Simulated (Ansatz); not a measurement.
# Si on Cu(100): change of the work function, part 2 of 2

Wanted: Δφ(θ) for Si/Cu(100), starting from the hollow site.

Ansatz 0.2.0; plane-wave DFT, PBE, Ansatz PAW.

So far, work function, upper face (eV): step 2 (the clean slab) 4.57; step 3 (37 atoms, coverage 0.111 ML, cell 3x3) 4.74; step 4 (17 atoms, coverage 0.25 ML, cell 2x2) 4.83.

### Step 5. Adsorbate added, k-mesh 6×6×1, coverage 0.5 ML

System of this step: Si/Cu(100). The cell holds 18 atoms: 16 Cu and 2 Si. Cell: a = 5.105 Å, b = 5.105 Å, c = 25.152 Å, α = 90.0°, β = 90.0°, γ = 90.0°. Vacuum lies along c.

The input, input.yaml:

```yaml
crystal:
  lattice:
    - [5.1053109602, 0.0, 0.0]
    - [0.0, 5.1053109602, 0.0]
    - [0.0, 0.0, 25.1518907564]
  atoms:
    - { symbol: Cu, position: [0.25, 0.25, 0.3578259816] }
    - { symbol: Cu, position: [0.0, 0.0, 0.4295899702] }
    - { symbol: Cu, position: [0.25, 0.25, 0.5025995848] }
    - { symbol: Cu, position: [0.0, 0.0, 0.5732360044] }
    - { symbol: Cu, position: [0.25, 0.75, 0.3578259816] }
    - { symbol: Cu, position: [0.0, 0.5, 0.4295899702] }
    - { symbol: Cu, position: [0.25, 0.75, 0.5025995848] }
    - { symbol: Cu, position: [0.0, 0.5, 0.5732360044] }
    - { symbol: Cu, position: [0.75, 0.25, 0.3578259816] }
    - { symbol: Cu, position: [0.5, 0.0, 0.4295899702] }
    - { symbol: Cu, position: [0.75, 0.25, 0.5025995848] }
    - { symbol: Cu, position: [0.5, 0.0, 0.5732360044] }
    - { symbol: Cu, position: [0.75, 0.75, 0.3578259816] }
    - { symbol: Cu, position: [0.5, 0.5, 0.4295899702] }
    - { symbol: Cu, position: [0.75, 0.75, 0.5025995848] }
    - { symbol: Cu, position: [0.5, 0.5, 0.5732360044] }
    - { symbol: Si, position: [0.25, 0.25, 0.6421740184] }
    - { symbol: Si, position: [0.75, 0.75, 0.6421740184] }
kpoints:
  mp_grid: { grid: [6, 6, 1] }
hamiltonian:
  xc: pbe
scf:
  occupations: { method: fermi_dirac, width: 0.1 }
  convergence: { dr2_threshold: 1.0e-08 }
efield:
  axis: 3
  dipole_correction: true
  ramp_position: 0.97
  ramp_width: 0.06
relax:
  f_tol: 0.02
  max_steps: 60
  constraints: [{ sites: [0, 1, 4, 5, 8, 9, 12, 13] }]
output:
  dos: { projected: true, e_range: [-8, 4] }
  write_potential: true
  write_density: true
  volumetric_format: npy
  elf: true
```

On the command line:

```bash
$ ansatz run input.yaml --threads 4 --pin off --max-ram 16384MiB --backend cpu --events-out ev --progress --plain --runs-dir out
```

It took 3.6 min on 4 threads of Intel Xeon Platinum 8259CL at 2.50GHz (Skylake/Cascade Lake), shared host; peak memory 3.2 GiB; 14 min of CPU time.

Step by step:

| step | energy less that of the first step (eV) | largest force component (eV/Å) |
| --- | --- | --- |
| 1 | 0.0000 | 0.8548 |
| 2 | -0.1160 | 0.5690 |
| 3 | -0.1981 | 0.0669 |
| 4 | -0.1990 | 0.0040 |

The run keeps the 16 symmetry operations that it works with, so distortions that break them were not tested.

The atoms that moved most (Å):

| atom | dx | dy | dz | length |
| --- | --- | --- | --- | --- |
| Si18 | 0.000 | 0.000 | -0.122 | 0.122 |
| Si17 | 0.000 | 0.000 | -0.122 | 0.122 |
| Cu4 | 0.000 | 0.000 | 0.061 | 0.061 |
| Cu8 | 0.000 | 0.000 | 0.061 | 0.061 |
| Cu16 | 0.000 | 0.000 | 0.061 | 0.061 |
| Cu12 | 0.000 | 0.000 | 0.061 | 0.061 |
| Cu7 | 0.000 | 0.000 | -0.013 | 0.013 |
| Cu11 | 0.000 | 0.000 | -0.013 | 0.013 |

Final coordinates:

```xyz
18
Lattice="5.1053 0.0000 0.0000 0.0000 5.1053 0.0000 0.0000 0.0000 25.1519" Properties=species:S:1:pos:R:3
Cu    1.2763    1.2763    9.0000
Cu    0.0000    0.0000   10.8050
Cu    1.2763    1.2763   12.6347
Cu    0.0000    0.0000   14.4793
Cu    1.2763    3.8290    9.0000
Cu    0.0000    2.5527   10.8050
Cu    1.2763    3.8290   12.6286
Cu    0.0000    2.5527   14.4793
Cu    3.8290    1.2763    9.0000
Cu    2.5527    0.0000   10.8050
Cu    3.8290    1.2763   12.6286
Cu    2.5527    0.0000   14.4793
Cu    3.8290    3.8290    9.0000
Cu    2.5527    2.5527   10.8050
Cu    3.8290    3.8290   12.6347
Cu    2.5527    2.5527   14.4793
Si    1.2763    1.2763   16.0303
Si    3.8290    3.8290   16.0303
```

The relaxation took 4 steps and lowered the energy by 0.20 eV; the largest force on the free atoms ends at 0.0040 eV/Å.

The covered face has 4.83 eV, +0.26 eV against the clean one; the bare back face has moved by -0.05 eV, a measure of how thin the slab is.

### Step 6. The covered slab, k-mesh 12×12×1, coverage 1 ML

System of this step: Si/Cu(100). The cell holds 5 atoms: 4 Cu and 1 Si. Cell: a = 2.553 Å, b = 2.553 Å, c = 25.152 Å, α = 90.0°, β = 90.0°, γ = 90.0°. Vacuum lies along c.

input.yaml, the sections that differ from step 5:

```yaml
crystal:
  lattice:
    - [2.5526554801, 0.0, 0.0]
    - [0.0, 2.5526554801, 0.0]
    - [0.0, 0.0, 25.1518907564]
  atoms:
    - { symbol: Cu, position: [0.5, 0.5, 0.3578259816] }
    - { symbol: Cu, position: [0.0, 0.0, 0.4295899702] }
    - { symbol: Cu, position: [0.5, 0.5, 0.5025995848] }
    - { symbol: Cu, position: [0.0, 0.0, 0.5732360044] }
    - { symbol: Si, position: [0.5, 0.5, 0.6421740184] }
kpoints:
  mp_grid: { grid: [12, 12, 1] }
relax:
  f_tol: 0.02
  max_steps: 60
  constraints: [{ sites: [0, 1] }]
output:
  write_potential: true
  write_density: true
  volumetric_format: npy
# hamiltonian, scf, efield: as in step 5
```

Run time: 40 s. Hardware: 4 threads; peak memory 0.63 GiB.

Step by step:

| step | energy less that of the first step (eV) | largest force component (eV/Å) |
| --- | --- | --- |
| 1 | 0.0000 | 0.6830 |
| 2 | -0.0427 | 0.4100 |
| 3 | -0.0682 | 0.0270 |
| 4 | -0.0683 | 0.0094 |

Forces are held to the 8 operations that the run works with; a distortion that breaks them can't arise in this run.

The atoms that moved most (Å):

| atom | dx | dy | dz | length |
| --- | --- | --- | --- | --- |
| Si5 | 0.000 | 0.000 | 0.236 | 0.236 |
| Cu4 | 0.000 | 0.000 | 0.082 | 0.082 |
| Cu3 | 0.000 | 0.000 | -0.007 | 0.007 |

The relaxed structure:

```xyz
5
Lattice="2.5527 0.0000 0.0000 0.0000 2.5527 0.0000 0.0000 0.0000 25.1519" Properties=species:S:1:pos:R:3
Cu    1.2763    1.2763    9.0000
Cu    0.0000    0.0000   10.8050
Cu    1.2763    1.2763   12.6342
Cu    0.0000    0.0000   14.4997
Si    1.2763    1.2763   16.3880
```

Running mean over 1.805 Å of the planar mean; the ramp of the sawtooth is left out. Electron's electrostatic potential energy less the Fermi level against z:

| z (Å) | electron's electrostatic potential energy less the Fermi level (eV) |
| --- | --- |
| 4 | 4.56 |
| 5 | 4.56 |
| 6 | 4.53 |
| 7 | 4.10 |
| 8 | -1.42 |
| 9 | -8.27 |
| 10 | -8.70 |
| 11 | -8.72 |
| 12 | -8.54 |
| 13 | -8.46 |
| 14 | -8.54 |
| 15 | -9.13 |
| 16 | -10.0 |
| 17 | -6.58 |
| 18 | 3.05 |
| 19 | 4.71 |
| 20 | 4.82 |
| 21 | 4.82 |
| 22 | 4.82 |

The relaxation took 4 steps and lowered the energy by 0.068 eV; the largest force on the free atoms ends at 0.0094 eV/Å.

The covered face has 4.82 eV, +0.25 eV against the clean one; the bare back face has moved by -0.02 eV, a measure of how thin the slab is.

### Step 7. Work function against coverage

This step: plane-wave DFT, PBE, Ansatz PAW; work function against coverage (Ansatz 0.2.0).

The runs are now put side by side.

Numbers from this step:

```yaml
work_function_of_the_clean_face: 4.571 eV
largest_change_of_the_work_function: 0.2565 eV
```

Work function of the covered face against coverage:

| coverage (adsorbates/nm²) | work function of the covered face (eV) |
| --- | --- |
| 0.00 | 4.57 |
| 1.71 | 4.74 |
| 3.84 | 4.83 |
| 7.67 | 4.83 |
| 15.35 | 4.82 |

The dipole per adsorbate comes from the change of the cell's dipole. Coverage, by row:

| coverage (1/nm²) | coverage (ML) | work function (eV) | change (eV) | dipole per adsorbate, positive end outwards (debye) | mean height of the added atoms over the highest substrate atom (Å) |
| --- | --- | --- | --- | --- | --- |
| 1.705 | 0.1111 | 4.735 | 0.1648 | -0.352 | 1.352 |
| 3.837 | 0.25 | 4.826 | 0.2554 | -0.239 | 1.373 |
| 7.673 | 0.5 | 4.827 | 0.2565 | -0.106 | 1.551 |
| 15.35 | 1 | 4.822 | 0.2516 | -0.047 | 1.888 |

### Step 8. Results

```json
{
 "work function of the clean face": "4.57 eV",
 "work function at 0.11 ML": "4.74 eV",
 "work function at 0.25 ML": "4.83 eV",
 "work function at 0.5 ML": "4.83 eV",
 "work function at 1 ML": "4.82 eV",
 "dipole per adsorbate at 0.11 ML, positive end outwards": "-0.35 D"
}
```

Si raises the work function of Cu(100) at the lowest coverage, by 0.16 eV: the adsorbate layer has its negative end outwards. The dipole per adsorbate falls from 0.35 to 0.05 D as the layer fills. Neighbouring dipoles depolarise each other, and heights and bonding change with coverage too. The slab has 4 layers, at the tabulated experimental lattice constant, one starting site was run, and quantum-size effects of a slab this thin can reach one or two tenths of an eV.

[Logs are printed without paths, hosts, clocks, repeated set-up lines and the standing remarks that a program may print on its own settings, such as how far it seeks lower states.]

[Hosts, paths, dates, database ids (printed as entryN), source tags and the programs' standing remarks are cut or masked in the printed files.]

[Maps of the electrostatic potential energy from Ansatz leave out the sawtooth potential of an applied field or a dipole correction, so their vacuum need not be flat; planar profiles and work functions include it.]
